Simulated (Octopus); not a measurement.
# Hf (Fm-3m) in Octopus: convergence with threshold

Aim: find how far threshold must go before the results for Hf settle, at LDA+U. This setting moves, with any that are tied to it; all else stays.

Program: Octopus 16.4. These are calculated values, not measurements. Logs are shortened: lines on timing, memory, paths and dates and some standing lists are left out, and cuts for length are marked.

## Step 1: The crystal as given

The structure is cubic, space group Fm-3m (No. 225). Conventional cell: a = 4.440 Å, b = 4.440 Å, c = 4.440 Å, α = 90.00°, β = 90.00°, γ = 90.00°. Around Hf (site symmetry m-3m) lie 12 Hf at 3.14 Å.

This isn't the form of Hf at room conditions, which is hcp.

## Step 2: With threshold 0.01

Contents of inp:

```
CalculationMode = gs
UnitsOutput = eV_Angstrom
PeriodicDimensions = 3
ExperimentalFeatures = yes
PseudopotentialSet = pseudodojo_pbe
%Species
 "Hf" | species_pseudo | hubbard_l | 2 | hubbard_u | 6.2*eV
%
%LatticeParameters
 1*angstrom | 1*angstrom | 1*angstrom
%
%LatticeVectors
 0 | 2.22 | 2.22
 2.22 | 0 | 2.22
 2.22 | 2.22 | 0
%
%ReducedCoordinates
 "Hf" | 0 | 0 | 0
%
%Spacing
 0.18467965*angstrom | 0.18467965*angstrom | 0.18467965*angstrom
%
DerivativesOrder = 8
%KPointsGrid
 7 | 7 | 7
%
KPointsUseSymmetries = yes
XCFunctional = lda_x + lda_c_pw_mod
DFTULevel = dft_u_empirical
AOTruncation = ao_box
SmearingFunction = methfessel_paxton
Smearing = 0.1*eV
ExtraStates = 7
Eigensolver = chebyshev_filter
ConvRelDens = 0.01
MaximumIter = 120
%Output
 occ_matrices
%
```

Potentials or basis: pseudodojo_pbe (PseudoDojo 0.5, PBE).

On the command line:

```console
$ OMP_NUM_THREADS=1 octopus > out.log
```

out.log:

```text
Running octopus

[... 13 lines left out ...]

Input: [AllElectronType = no]
Input: [PseudopotentialSet = pseudodojo_pbe]
Reading Coordinates from ReducedCoordinates block

****************************** Species *******************************
  Species 'Hf'
    type             : pseudopotential
    file             : 'Hf.upf'
    file format      : UPF2
    valence charge   : 12.0
    atomic number    :  72
    form on file     : kleinman-bylander
    lmax             : 3
    llocal           : -1
    projectors per l : 2
    total projectors : 8
    application form : kleinman-bylander
    orbitals         : 10
    bound orbitals   : 10

**********************************************************************

***************************** Symmetries *****************************
Space group No.  225
International: Fm-3m
Schoenflies: Oh^5
Info: The system has    48 symmorphic symmetries that can be used.
  Index                Rotation matrix                      Fractional translations
    1 :     1   0   0     0   1   0     0   0   1      0.000000    0.000000    0.000000
    2 :    -1   0   0     0  -1   0     0   0  -1      0.000000    0.000000    0.000000
    3 :     1   0  -1     1   0   0     1  -1   0      0.000000    0.000000    0.000000
    4 :    -1   0   1    -1   0   0    -1   1   0      0.000000    0.000000    0.000000
    5 :     0   1  -1     1   0  -1     0   0  -1      0.000000    0.000000    0.000000
    6 :     0  -1   1    -1   0   1     0   0   1      0.000000    0.000000    0.000000
[... 40 lines left out ...]
   47 :     0   1  -1    -1   1   0     0   1   0      0.000000    0.000000    0.000000
   48 :     0  -1   1     1  -1   0     0  -1   0      0.000000    0.000000    0.000000
Info: The system also has     0 nonsymmorphic symmetries (not used for electrons).
[... 285 lines left out ...]
*********************** SCF CYCLE ITER #    2 ************************
 etot  = -1.51666200E+03 abs_ev   =  5.16E+00 rel_ev   =  2.63E-02
 ediff =        2.52E-01 abs_dens =  5.45E-02 rel_dens =  4.54E-03
Matrix vector products: 500
Converged eigenvectors: 0
[... 31 lines left out ...]
*********************** SCF CYCLE ITER #    5 ************************
 etot  = -1.53075174E+03 abs_ev   =  1.07E+00 rel_ev   =  5.21E-03
 ediff =        4.57E-02 abs_dens =  7.88E-03 rel_dens =  6.57E-04
Matrix vector products: 500
Converged eigenvectors: 2

#  State  KPoint  Eigenvalue [eV]  Occupation    Error
      1       1      -53.128799    2.000000   ( 5.5E-04)
      1       2      -53.116087    2.000000   ( 1.3E-03)
      1       3      -53.111862    2.000000   ( 1.4E-03)
      1       4      -53.098061    2.000000   ( 1.4E-03)
      1       5      -53.088531    2.000000   ( 1.4E-03)
      1       6      -53.087419    2.000000   ( 6.8E-04)
      1      10      -53.073750    2.000000   ( 1.5E-03)
      1       7      -53.071237    2.000000   ( 1.4E-03)
[... 23 lines left out ...]
     13       3       25.539273   -0.000000   ( 2.9E-02)
     13      12       25.749531   -0.000000   ( 6.6E-03)
     13       9       25.792471   -0.000000   ( 4.9E-02)
     13       7       26.155351   -0.000000   ( 5.6E-02)
     13       4       26.219881   -0.000000   ( 4.2E-02)
     13       2       26.354278   -0.000000   ( 2.2E-02)
     13       5       26.562386   -0.000000   ( 1.7E-02)
     13       6       28.810322   -0.000000   ( 3.8E-02)

Density of states:

--------------------------%%------------------------------------------
--------------------------%%------------------------------------------
--------------------------%%------------------------------------------
%-------------------------%%-------------------------------%----------
%-------------------------%%-------------------------------%----------
%-------------------------%%-------------------------%-----%----------
%-------------------------%%------------------------%%-%%--%----------
%-------------------------%%------------------------%%%%%-%%-%%-%%%---
%-------------------------%%----------------------%%%%%%%%%%%%%%%%%---
%-------------------------%%--------------------%%%%%%%%%%%%%%%%%%%%--
                                                     ^

Fermi energy =     9.968992 eV

**********************************************************************

Info: SCF converged in    5 iterations

** Warning:
**   Some of the states are not fully converged!

Info: Number of matrix-vector products:       2500
Info: Writing output to static/
Info: Finished writing information to 'restart/gs'.

Octopus emitted 9 warnings.
```

Wall time 17 s (1 thread of Arm Neoverse V2, shared host); peak memory 0.17 GiB.

Results:

| Property | Result |
| --- | --- |
| Free energy | -1527.0714 eV |
| Band gap on the k mesh | none (metal or under the smearing width) |

## Step 3: With threshold 0.001

inp, as its differences from that of step 2:

```diff
@@ -34,3 +34,3 @@
 Eigensolver = chebyshev_filter
-ConvRelDens = 0.01
+ConvRelDens = 0.001
 MaximumIter = 120
```

Potentials or basis: pseudodojo_pbe (PseudoDojo 0.5, PBE).

On the command line:

```console
$ OMP_NUM_THREADS=1 octopus > out.log
```

Wall time 21 s (1 thread of Arm Neoverse V2, shared host); peak memory 0.17 GiB.

Results:

| Property | Result |
| --- | --- |
| Free energy | -1527.0756 eV |
| Band gap on the k mesh | none (metal or under the smearing width) |

## Step 4: With threshold 0.0001

inp, as its differences from that of step 3:

```diff
@@ -34,3 +34,3 @@
 Eigensolver = chebyshev_filter
-ConvRelDens = 0.001
+ConvRelDens = 0.0001
 MaximumIter = 120
```

On the command line:

```console
$ OMP_NUM_THREADS=1 octopus > out.log
```

Wall time 24 s (1 thread of Arm Neoverse V2, shared host); peak memory 0.17 GiB.

What came out:

| Property | Result |
| --- | --- |
| Free energy | -1527.0757 eV |
| Band gap on the k mesh | none (metal or under the smearing width) |

## Step 5: With threshold 1e-05

inp, as its differences from that of step 4:

```diff
@@ -34,5 +34,8 @@
 Eigensolver = chebyshev_filter
-ConvRelDens = 0.0001
+ConvRelDens = 1e-05
 MaximumIter = 120
 %Output
+ density | cube
+ elf | cube
+ potential | cube
  occ_matrices
```

On the command line:

```console
$ OMP_NUM_THREADS=1 octopus > out.log
```

Run time: 27 s. Hardware: 1 thread of Arm Neoverse V2, shared host; peak memory 0.17 GiB.

The run converged. Its results:

```
Free energy            : -1527.0757 eV
Band gap on the k mesh : none (metal or under the smearing width)
```

## Step 6: With threshold 1e-06

inp, as its differences from that of step 5:

```diff
@@ -34,8 +34,5 @@
 Eigensolver = chebyshev_filter
-ConvRelDens = 1e-05
+ConvRelDens = 1e-06
 MaximumIter = 120
 %Output
- density | cube
- elf | cube
- potential | cube
  occ_matrices
```

Potentials or basis: pseudodojo_pbe (PseudoDojo 0.5, PBE).

On the command line:

```console
$ OMP_NUM_THREADS=1 octopus > out.log
```

It took 26 s on 1 thread of Arm Neoverse V2, shared host; peak memory 0.17 GiB.

It converged, with:

```
Free energy            : -1527.0757 eV
Band gap on the k mesh : none (metal or under the smearing width)
```

## Step 7: With threshold 1e-07

inp, as its differences from that of step 6:

```diff
@@ -34,3 +34,3 @@
 Eigensolver = chebyshev_filter
-ConvRelDens = 1e-06
+ConvRelDens = 1e-07
 MaximumIter = 120
```

On the command line:

```console
$ OMP_NUM_THREADS=1 octopus > out.log
```

Wall time 31 s (1 thread of Arm Neoverse V2, shared host); peak memory 0.17 GiB.

It converged, with:

- Free energy: -1527.0757 eV
- Band gap on the k mesh: none (metal or under the smearing width)

## Step 8: With threshold 1e-08

inp, as its differences from that of step 7:

```diff
@@ -34,5 +34,8 @@
 Eigensolver = chebyshev_filter
-ConvRelDens = 1e-07
+ConvRelDens = 1e-08
 MaximumIter = 120
 %Output
+ density | cube
+ elf | cube
+ potential | cube
  occ_matrices
```

On the command line:

```console
$ OMP_NUM_THREADS=1 octopus > out.log
```

Run time: 34 s. Hardware: 1 thread of Arm Neoverse V2, shared host; peak memory 0.17 GiB.

It converged, with:

```yaml
Free_energy: -1527.0757 eV
Band_gap_on_the_k_mesh: none (metal or under the smearing width)
```

## Step 9: The series at a glance

```tsv
threshold	energy less the tightest run, at zero smearing (meV/atom)	SCF cycles	CPU time (s)	peak memory (GiB)
0.01	4.31	5	16	0.17
0.001	0.10	6	21	0.17
0.0001	0.01	8	24	0.17
1e-05	0.00	10	27	0.17
1e-06	0.00	10	26	0.17
1e-07	0.00	13	31	0.17
1e-08	0.00	15	34	0.17
```

Against the tightest run, the energy stays within 1 meV/atom from 0.001 on. The tightest run that finished is the yardstick and may itself not be fully converged.

Caveats: U acts on the potentials' truncated atomic orbitals, so values differ from other programs' at the same U, and they weren't checked against one; U without spin polarisation on a metal has little footing; the U is typed as a test and isn't derived for this compound.
